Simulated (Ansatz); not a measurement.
This log comes from Ansatz, run on HfO2 in the anatase structure. The cell was relaxed beforehand with r2SCAN.

The cell:
```xyz
6
Lattice="-1.9964 1.9964 5.2726 1.9964 -1.9964 5.2726 1.9964 1.9964 -5.2726" Properties=species:S:1:pos:R:3 pbc="T T T"
Hf    0.0000    1.9964    2.6363
Hf    0.0000    0.0000    0.0000
O     0.0000    1.9964    0.5050
O     0.0000    0.0000    8.4139
O     0.0000    0.0000    2.1313
O     0.0000    1.9964    4.7676
```

Output, abridged:
```
scf.n_extra_bands = 5 over 38 filled bands (N_el = 76.0): the run solves 43 bands
Pseudopotential: Hf, paw, valence charge 26, recommended cutoff 420 eV
Pseudopotential: O, paw, valence charge 6, recommended cutoff 420 eV
Crystal: 6 atoms, lattice volume = 84.062 Å³
Basis set: ecut = 420 eV, 1621 PW (Γ), FFT grids on a1+a3, a2+a3, a3
Bands: 43, of which v1, the nominal top of the filled ones, is band 38 counted from 1 (37 counted from 0)
Symmetry: 16 space group operations
Space group: I41/amd (ITA 141)
k-points: 102 of 1000
preconditioner: auto → Resta (q_TF=auto, 2.683 Å⁻¹)  ε∞=5.0  [insulator: Δε(μ)=4.488 eV  σ=0.020 eV  ℏωp=34.4 eV]
SCF 1 converged in 7 iterations: F = -33723.360590 eV  dr2 = 1.33e-8
SCF converged after 7 iterations
Free energy (F): -33723.360590 eV
Fermi energy:    12.241346 eV
--- Forces (eV/Å), atoms counted from 1 ---
  atom   1  Hf      0.00000      0.00000      0.00000
  atom   2  Hf      0.00000      0.00000      0.00000
  atom   3  O       0.00000      0.00000    -0.07071
  atom   4  O       0.00000      0.00000    -0.07071
  atom   5  O       0.00000      0.00000      0.07071
  atom   6  O       0.00000      0.00000      0.07071
--- Stress (GPa, compression-positive) ---
        4.218660       0.000000       0.000000
        0.000000       4.218660       0.000000
        0.000000       0.000000       4.602556
  P = ⅓ Tr σ = 4.3466 GPa (43.466 kbar)
--- Band table (eV; the first three rows and the last of 102) ---
  k-point 0: bands = […, 8.4860, 9.3051, 9.5875, 9.5875, 9.6954, 9.6954, 14.4598, 15.4811, 15.7710, 17.0905, …]
  k-point 1: bands = […, 8.6173, 9.3354, 9.3573, 9.3595, 9.3963, 9.7833, 14.8425, 15.7756, 15.9077, 16.7972, …]
  k-point 2: bands = […, 8.6177, 8.6668, 8.8205, 9.0494, 9.5804, 9.8994, 15.7189, 15.7660, 16.1822, 16.5115, …]
  k-point 101: bands = […, 8.8060, 8.8060, 9.2658, 9.2658, 9.9955, 9.9955, 15.0552, 15.0552, 16.8336, 16.8336, …]
```

**Question.** Reconstruct the input, leaving the band path aside.

**Answer.**
```yaml
crystal:
  # lattice and atoms as above
kpoints:
  mp_grid: { grid: [10, 10, 10] }
hamiltonian:
  xc: pbe
scf:
  occupations: { method: fermi_dirac, width: 0.02 }
  n_extra_bands: 5
output:
  forces: true
  stress: true
  eigenvalues: true
```
There is no exchange loop, so no exact exchange. The compression on the r2SCAN cell fits PBE, which tends to larger cells. A single point prints forces and stress when the output block asks for them. The lines shown narrow the functional down without fixing it; this is the one that was run. Not every key shows in the log; this is the file that was used.

Command: `ansatz run input.yaml --threads 2 --pin off --max-ram 20275MiB --backend cpu --events-out ev --progress --plain --runs-dir out`. Wall time 9.1 s on 2 threads of AMD EPYC 7R13 Processor (Zen 3) (shared host), load about 2.8 per core; peak host memory 0.73 GiB.

No spin polarisation and no zero-point or thermal motion; the cell was built from a prototype and may be hypothetical.

Spin-orbit coupling is left out, which matters wherever the heavy atoms make up the band edges.
